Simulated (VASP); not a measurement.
# Si: molecular dynamics at constant energy

Si, Cmce (no. 64), 8 atoms in the cell. PBE, molecular dynamics; PAW potentials Si (PBE set).

Ensemble: NVE; Starting temperature (K): 600.

## Input

INCAR:
```
ALGO = Fast
ANDERSEN_PROB = 0.0
EDIFF = 1E-6
ENCUT = 250
GGA = PE
IBRION = 0
ISIF = 2
ISMEAR = -1
ISYM = 0
KPAR = 2
LASPH = T
LCHARG = F
LREAL = Auto
LWAVE = F
MDALGO = 1
NELM = 60
NELMIN = 4
NSW = 60
POTIM = 2.0
PREC = Normal
RANDOM_SEED = 893537 0 0
SIGMA = 0.05
TEBEG = 600
```

KPOINTS:
```
k-points
0
Gamma
  3 3 3
```

POSCAR:
```
Si
1.0
    4.3752220000     -2.5773440000      0.0000000000
    4.3752220000      2.5773440000      0.0000000000
    0.0000000000      0.0000000000      5.1830670000
Si
8
Direct
    0.7942850000      0.7942850000      0.0000000000
    0.2942850000      0.2942850000      0.5000000000
    0.2057150000      0.2057150000      0.0000000000
    0.7057150000      0.7057150000      0.5000000000
    0.1556200000      0.8443800000      0.6741300000
    0.8443800000      0.1556200000      0.3258700000
    0.3443800000      0.6556200000      0.1741300000
    0.6556200000      0.3443800000      0.8258700000
```

Commands:
```
cat potpaw_PBE.64/Si/POTCAR > POTCAR
mpirun -np 2 vasp_std > vasp.out
```

## Result

- Rise of the mean potential energy above the start (meV/atom): 20.1
- Mean temperature (K): 422
- Electronic steps per ionic step after the first: 4.0

Course of the run:

| Time (fs) | Temperature (K) | Potential energy less the first (meV/atom) |
|---|---|---|
| 2 | 599 | 0.0 |
| 12 | 512 | 9.8 |
| 20 | 366 | 26.4 |
| 30 | 224 | 42.5 |
| 38 | 208 | 44.3 |
| 48 | 273 | 36.9 |
| 56 | 335 | 29.9 |
| 66 | 411 | 21.3 |
| 74 | 474 | 14.1 |
| 84 | 515 | 9.5 |
| 92 | 509 | 10.3 |
| 102 | 499 | 11.4 |
| 110 | 521 | 8.9 |
| 120 | 565 | 3.9 |

The mean temperature lies below the starting 600 K, since the atoms start on their sites and part of their kinetic energy turns into potential energy.

REPORT:
```
MDALGO =   1
         ANDERSEN_PROB =  0.00000000
               SCALING =       0
                 CNEXP =     9.000   14.000
           RANDOM_SEED =            893537                0                0

   original number of atomic DOF:         21
   number of independent constraints:      0
   number of active DOF:                  21

========================================
         MD step No.       1
========================================

  Atomic velocities initialized by STEP_tb

  >Energies
                    E_tot             E_pot             E_kin               EPS                ES
   e_b>   -0.39325746E+02   -0.39867999E+02    0.54225247E+00    0.00000000E+00    0.00000000E+00

  >Temperature
               T_sim     T_inst
   tmprt>    600.000    599.290

  >Thermostat, num. of collisions:                0

           RANDOM_SEED =            893537               96                0

[... steps left out ...]

========================================
         MD step No.      60
========================================

  >Energies
                    E_tot             E_pot             E_kin               EPS                ES
   e_b>   -0.39325641E+02   -0.39837171E+02    0.51153017E+00    0.00000000E+00    0.00000000E+00

  >Temperature
               T_sim     T_inst
   tmprt>    600.000    565.336

  >Thermostat, num. of collisions:                0

           RANDOM_SEED =            893537             2928                0
```

OSZICAR:
```
N       E                     dE             d eps       ncg     rms          rms(c)
DAV:   1     0.324714458583E+02    0.32471E+02   -0.81332E+03   588   0.718E+02
DAV:   2    -0.369469513514E+02   -0.69418E+02   -0.64304E+02   756   0.127E+02
DAV:   3    -0.399786034565E+02   -0.30317E+01   -0.28584E+01   753   0.248E+01
DAV:   4    -0.400307043666E+02   -0.52101E-01   -0.51411E-01   721   0.305E+00
DAV:   5    -0.400317869849E+02   -0.10826E-02   -0.10823E-02   738   0.321E-01    0.896E+00
RMM:   6    -0.399176716870E+02    0.11412E+00   -0.82221E-02   588   0.115E+00    0.512E+00
RMM:   7    -0.398691326218E+02    0.48539E-01   -0.12647E-01   597   0.151E+00    0.315E-01
RMM:   8    -0.398679337350E+02    0.11989E-02   -0.14619E-02   588   0.678E-01    0.187E-01
RMM:   9    -0.398679776941E+02   -0.43959E-04   -0.20674E-03   607   0.234E-01    0.124E-01
RMM:  10    -0.398680025777E+02   -0.24884E-04   -0.48256E-04   592   0.110E-01    0.447E-02
RMM:  11    -0.398679972652E+02    0.53125E-05   -0.14753E-04   612   0.492E-02    0.372E-02
RMM:  12    -0.398679984495E+02   -0.11844E-05   -0.19069E-05   587   0.207E-02    0.106E-02
[... left out ...]
     58 T=   550. E= -.39325533E+02 F= -.39822852E+02 E0= -.39810979E+02  EK= 0.49732E+00 SP= 0.00E+00 SK= 0.00E+00
     59 T=   558. E= -.39325584E+02 F= -.39830701E+02 E0= -.39819011E+02  EK= 0.50512E+00 SP= 0.00E+00 SK= 0.00E+00
[... last step whole ...]
       N       E                     dE             d eps       ncg     rms          rms(c)
DAV:   1    -0.398371683582E+02   -0.64677E-02   -0.41719E-03   579   0.848E-01    0.526E-03
RMM:   2    -0.398371712108E+02   -0.28526E-05   -0.30325E-05   586   0.298E-02    0.229E-03
RMM:   3    -0.398371714568E+02   -0.24595E-06   -0.33477E-06   416   0.951E-03    0.220E-03
RMM:   4    -0.398371714679E+02   -0.11131E-07   -0.49830E-07   322   0.339E-03
     60 T=   565. E= -.39325641E+02 F= -.39837171E+02 E0= -.39825579E+02  EK= 0.51153E+00 SP= 0.00E+00 SK= 0.00E+00
```

Limits: 120 fs of 8 atoms are too short for converged averages; the cell is only 4.4 Å across, so each atom moves in step with near copies of itself.

VASP 6.6.1 took 206 s on 2 cores (AMD EPYC 7R43 (Zen 3)), a shared host.
